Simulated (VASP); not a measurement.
Here is a VASP 6.6.1 calculation.

Contents of INCAR:

```
PREC     = Accurate       # precision mode
ENCUT    = 600            # plane-wave cutoff, eV
EDIFF    = 1E-6           # SCF threshold, eV
ISMEAR   = 1              # smearing method
SIGMA    = 0.1            # smearing width, eV
LREAL    = F              # projectors in reciprocal space
LASPH    = T              # aspherical terms in the spheres
NELM     = 80             # most SCF steps
ALGO     = Normal         # electronic algorithm
ISIF     = 3              # what is computed and relaxed
LWAVE    = F              # write WAVECAR
LCHARG   = F              # write CHGCAR
IBRION   = 2              # ionic algorithm
NSW      = 90             # ionic steps
EDIFFG   = -0.01          # ionic threshold
```

Contents of KPOINTS:

```
regular mesh
0
Gamma
  14 14 14
```

File POSCAR:

```
TaN
1.0
    0.0000000000      2.2113230000      2.2113230000
    2.2113230000      0.0000000000      2.2113230000
    2.2113230000      2.2113230000      0.0000000000
Ta N
1 1
Direct
    0.5000000000      0.5000000000      0.5000000000
    0.0000000000      0.0000000000      0.0000000000
```

Potentials or basis: VASP PAW LDA potentials, release 64 (Ta_pv, N).

Launch:

```console
$ cat potpaw_LDA.64/Ta_pv/POTCAR potpaw_LDA.64/N/POTCAR > POTCAR
$ mpirun -np 1 vasp_std > vasp.out
```

(1) Estimate the space group after relaxing (to 0.05 Å).

(2) Estimate the band gap on the k mesh.

(3) Estimate the relaxed cell.

Results:

(1) Fm-3m (No. 225).

(2) none (metal or under the smearing width).

(3) a = 3.080 Å, b = 3.080 Å, c = 3.080 Å, α = 60.00°, β = 60.00°, γ = 60.00°.
